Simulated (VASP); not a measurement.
A run of VASP 6.6.1:

INCAR

```
SYSTEM = MnO
PREC     = Accurate       ! precision mode
ENCUT    = 520            ! plane-wave cutoff, eV
EDIFF    = 1E-6           ! SCF threshold, eV
ISMEAR   = 0              ! smearing method
SIGMA    = 0.05           ! smearing width, eV
LREAL    = .False.        ! projectors in reciprocal space
LASPH    = .True.         ! aspherical terms in the spheres
NELM     = 120            ! most SCF steps
ALGO     = Fast           ! electronic algorithm
ISIF     = 2              ! what is computed and relaxed
LWAVE    = .False.        ! write WAVECAR
LCHARG   = .False.        ! write CHGCAR
ISPIN    = 2              ! spin polarisation
MAGMOM   = 4 4 0 0        ! initial moments
LORBIT   = 11             ! projections on sites
LMAXMIX  = 4              ! l up to which the mixer works
GGA      = PE             ! functional
```

File KPOINTS:

```
Automatic mesh
0
Gamma
  9 9 5
  0 0 0
```

File POSCAR:

```
MnO
1.0
    3.3717000000      0.0000000000      0.0000000000
   -1.6858500000      2.9199778539      0.0000000000
    0.0000000000      0.0000000000      5.3855000000
Mn O
2 2
Direct
    0.6666666667      0.3333333333      0.5109600000
    0.3333333333      0.6666666667      0.0109600000
    0.6666666667      0.3333333333      0.8754700000
    0.3333333333      0.6666666667      0.3754700000
```

Potentials or basis: VASP PAW PBE potentials, release 64 (Mn_pv, O).

The run is started by

```console
$ cat potpaw_PBE.64/Mn_pv/POTCAR potpaw_PBE.64/O/POTCAR > POTCAR
$ mpirun -np 1 vasp_std > vasp.out
```

Hardware: 1 thread of Intel(R) Xeon(R) Platinum 8559C (Emerald Rapids), with other jobs on the host.

**Question.** How long does it take, and how much memory?

**Answer.** It took 110 s on 1 thread of Intel(R) Xeon(R) Platinum 8559C (Emerald Rapids) (shared host), peak memory 0.23 GiB. Counts: scf iterations 16, k points 36.
